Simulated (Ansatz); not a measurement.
# Phase order of Na along its cold isotherm

All-electron LAPW in Ansatz 0.2.0 under PBE, scalar-relativistic, energies extrapolated to zero smearing. Each structure type was compressed from its own relaxed volume, symmetry kept and shape relaxed on PAW files, and E(V) was fitted to energies and pressures; H = E + pV has no temperature or zero-point term. Only these types were tried: simple hexagonal (P6/mmm, 13×13×12 mesh, 38.45 Å³/atom at rest); omega (P6/mmm, 6×6×8 mesh, 37.30 Å³/atom at rest); bcc (Im-3m, 13×13×13 mesh, 36.97 Å³/atom at rest); dhcp (P6_3/mmc, 8×8×5 mesh, 37.04 Å³/atom at rest); beta tin (I4_1/amd, 12×12×12 mesh, 38.49 Å³/atom at rest); sc (Pm-3m, 12×12×12 mesh, 39.93 Å³/atom at rest); fcc (Fm-3m, 14×14×14 mesh, 36.97 Å³/atom at rest); hcp (P6_3/mmc, 12×12×6 mesh, 37.08 Å³/atom at rest); diamond (Fd-3m, 9×9×9 mesh, 54.14 Å³/atom at rest). Spin polarisation is left out. Spin–orbit coupling is left out; Fermi–Dirac smearing is 0.05 to 0.1 eV. Enthalpies carry a few meV/atom of noise from meshes and fits.

Task: Which type is lowest at zero pressure, and what follows up to 9.5 GPa?

Result: The lowest types lie within 5 meV/atom of each other over much of the range, too close to call on these meshes: fcc and hcp compete. Enthalpies against fcc:

```json
{"p (GPa)": "0", "simple hexagonal (meV/atom)": "67", "omega (meV/atom)": "14", "bcc (meV/atom)": "3", "dhcp (meV/atom)": "1", "beta tin (meV/atom)": "74", "sc (meV/atom)": "121", "fcc (meV/atom)": "0", "hcp (meV/atom)": "1", "diamond (meV/atom)": "339"}
{"p (GPa)": "0.29", "simple hexagonal (meV/atom)": "69", "omega (meV/atom)": "15", "bcc (meV/atom)": "3", "dhcp (meV/atom)": "1", "beta tin (meV/atom)": "77", "sc (meV/atom)": "126", "fcc (meV/atom)": "0", "hcp (meV/atom)": "1", "diamond (meV/atom)": "367"}
{"p (GPa)": "0.76", "simple hexagonal (meV/atom)": "72", "omega (meV/atom)": "15", "bcc (meV/atom)": "3", "dhcp (meV/atom)": "1", "beta tin (meV/atom)": "80", "sc (meV/atom)": "132", "fcc (meV/atom)": "0", "hcp (meV/atom)": "1", "diamond (meV/atom)": "404"}
{"p (GPa)": "1.4", "simple hexagonal (meV/atom)": "76", "omega (meV/atom)": "16", "bcc (meV/atom)": "3", "dhcp (meV/atom)": "1", "beta tin (meV/atom)": "83", "sc (meV/atom)": "138", "fcc (meV/atom)": "0", "hcp (meV/atom)": "1", "diamond (meV/atom)": "443"}
{"p (GPa)": "2.9", "simple hexagonal (meV/atom)": "81", "omega (meV/atom)": "17", "bcc (meV/atom)": "3", "dhcp (meV/atom)": "1", "beta tin (meV/atom)": "89", "sc (meV/atom)": "149", "fcc (meV/atom)": "0", "hcp (meV/atom)": "1", "diamond (meV/atom)": "507"}
{"p (GPa)": "4.8", "simple hexagonal (meV/atom)": "85", "omega (meV/atom)": "17", "bcc (meV/atom)": "2", "dhcp (meV/atom)": "1", "beta tin (meV/atom)": "94", "sc (meV/atom)": "158", "fcc (meV/atom)": "0", "hcp (meV/atom)": "1", "diamond (meV/atom)": "560"}
{"p (GPa)": "7.2", "simple hexagonal (meV/atom)": "89", "omega (meV/atom)": "18", "bcc (meV/atom)": "2", "dhcp (meV/atom)": "1", "beta tin (meV/atom)": "97", "sc (meV/atom)": "165", "fcc (meV/atom)": "0", "hcp (meV/atom)": "1", "diamond (meV/atom)": "604"}
{"p (GPa)": "9.1", "simple hexagonal (meV/atom)": "91", "omega (meV/atom)": "18", "bcc (meV/atom)": "2", "dhcp (meV/atom)": "1", "beta tin (meV/atom)": "99", "sc (meV/atom)": "169", "fcc (meV/atom)": "0", "hcp (meV/atom)": "1", "diamond (meV/atom)": "629"}
```
